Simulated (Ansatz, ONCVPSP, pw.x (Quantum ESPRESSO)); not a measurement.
**Zr: does the ONCV potential hold in the solid?**

ONCVPSP 4.0.1 input, shortened (lines: element, Z, core and valence counts, functional; n l f; lmax; l rc ep ncon nbas qcut; lloc lpopt rc5 dvloc0; l nproj debl; icmod fcfact rcfact), LDA (Perdew-Wang 92), scalar-relativistic:

```
  Zr 40.00    8    2  -001012      upf
    1    0    2.00
    2    0    2.00
    2    1    6.00
    3    0    2.00
    3    1    6.00
    3    2   10.00
    4    0    2.00
    4    1    6.00
    4    2    2.00
    5    0    2.00
    2
    0    2.65    0.00    3    7    2.30
    1    3.40    0.22    5    8    2.00
    2    3.10    0.00    3    7    5.90
    4    1    1.85    3.00
    0    1    1.10
    1    2    1.90
    2    2    0.50
    3    1.75    1.70
```

In the p channel the program set the typed energies aside and used 0.050, 1.950 Ha.

Crystal test: bcc Zr in pw.x 7.5, no spin, 13³ k-points, Fermi–Dirac smearing 0.01 Ry, cutoffs 50/200 Ry. The reference is all-electron LAPW (Ansatz 0.2.0) with the same functional, mesh and smearing; V0 and B0 come from Birch–Murnaghan fits to the pressures at five volumes. Errors are pseudo minus all-electron; Δ is the rms difference of the E(V) curves that follow from these fits, minima aligned, over ±6 % about the mean V0. Mesh and smearing are coarse, so the numbers serve the comparison and aren't converged zero-temperature values; the lattice is a test structure that the element need not adopt.

All-electron: a0 = 3.490 Å (V0 = 21.25 Å³/atom), B0 = 97.9 GPa.

How far does the potential miss the all-electron equation of state?

mean pressure error (GPa): +7.42. The pressure does not cross zero within the volumes sampled, so no fit is given. The largest radius (3.40 bohr) exceeds half the bond length (2.86 bohr), so the spheres overlap, which is one possible source of error among others. This is a poor potential for the solid.

```csv
V (Å³/atom),P all-electron (GPa),P pseudo (GPa)
20.279,4.95,13.06
20.812,2.12,9.88
21.346,-0.43,6.99
21.880,-2.72,4.36
22.413,-4.78,1.96
```

At the middle volume, how do free energy and pressure move when the wave cutoff is lowered (ecutrho kept at four times it)?

| cutoff (Ry) | shift of F (meV/atom) | shift of P (GPa) |
| --- | --- | --- |
| 22 | +14.0 | -0.79 |
| 30 | +0.6 | -0.02 |
| 40 | +0.2 | -0.00 |

The run at the middle volume (84 k-points, 7 iterations) took about 5 s on one core of a shared host (Intel(R) Xeon(R) Platinum 8488C, 96 threads, 744 GiB, load 35).
